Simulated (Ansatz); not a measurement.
# SrTiO3: the cost of one run

Method: DFT, PBE, plane-wave PAW, default files, scalar-relativistic, as far as a step names no other, in Ansatz 0.2.0.

### Step 1. Starting point

It takes space group Pm-3m (No. 221, cubic). Conventional cell: a = 3.905 Å, b = 3.905 Å, c = 3.905 Å, α = 90.00°, β = 90.00°, γ = 90.00°. Sr (site symmetry m-3m) is surrounded by 12 O at 2.76 Å. Around Ti (site symmetry m-3m) lie 6 O at 1.95 Å. O (site symmetry 4/mmm) has 2 Ti at 1.95 Å and 4 Sr at 2.76 Å as nearest neighbours.

Structure file:

```
CELL_PARAMETERS angstrom
3.90500 0.00000 0.00000
0.00000 3.90500 0.00000
0.00000 0.00000 3.90500
ATOMIC_POSITIONS crystal
Sr 0.00000 0.00000 0.00000
Ti 0.50000 0.50000 0.50000
O 0.00000 0.50000 0.50000
O 0.50000 0.00000 0.50000
O 0.50000 0.50000 0.00000
```

The earlier run gave: gap on the mesh 1.89 eV, largest force 0.000 eV/Å, pressure 4.3 GPa.

The printed gradients, by site:

| site | atoms | first shell | V_zz (10²¹ V/m²) | η | C_Q (MHz) |
| --- | --- | --- | --- | --- | --- |
| Sr | 1 | 12 O at 2.76 Å | 0.00 | – | 0 (⁸⁷Sr) |
| Ti | 2 | 6 O at 1.95 Å | 0.00 | – | 0 (⁴⁹Ti) |
| O | 3, 4, 5 | 2 Ti at 1.95 Å, angle 180°; also 4 Sr at 2.76 Å | 1.30 | 0.00 | -0.803 (¹⁷O) |

Conventions: |V_zz| ≥ |V_yy| ≥ |V_xx|, η = (V_xx − V_yy)/V_zz, C_Q = eQV_zz/h. Nuclear quadrupole moments: year-2017 set (Pyykkö).

### Step 2. Z stretched by +2 %, ions relaxed

Input file input.yaml:

```yaml
crystal:
  lattice:
    - [3.905, 0.0, 0.0]
    - [0.0, 3.905, 0.0]
    - [0.0, 0.0, 3.9831]
  atoms:
    - { symbol: Sr, position: [0.0, 0.0, 0.0] }
    - { symbol: Ti, position: [0.5, 0.5, 0.5] }
    - { symbol: O, position: [0.0, 0.5, 0.5] }
    - { symbol: O, position: [0.5, 0.0, 0.5] }
    - { symbol: O, position: [0.5, 0.5, 0.0] }
kpoints:
  mp_grid: { grid: [8, 8, 8] }
scf:
  occupations: { method: fermi_dirac, width: 0.02 }
hamiltonian:
  xc: pbe
  pseudopotentials: { kind: paw }
output:
  forces: true
  stress: true
  populations: true
  efg:
    quadrupole_moments_barn: { Sr: 0.305, Ti: 0.247, O: -0.02558 }
    contact_densities: true
relax:
  f_tol: 0.02
  max_steps: 60
```

On the command line:

```bash
ansatz run input.yaml --threads 1 --pin off --max-ram 3072MiB --backend cpu --events-out ev --progress --plain --runs-dir out
```

What time and memory should one allow on 1 thread of Intel Xeon 6975P-C (Granite Rapids), shared host?

About 5.4 s, with a peak of 0.52 GiB.
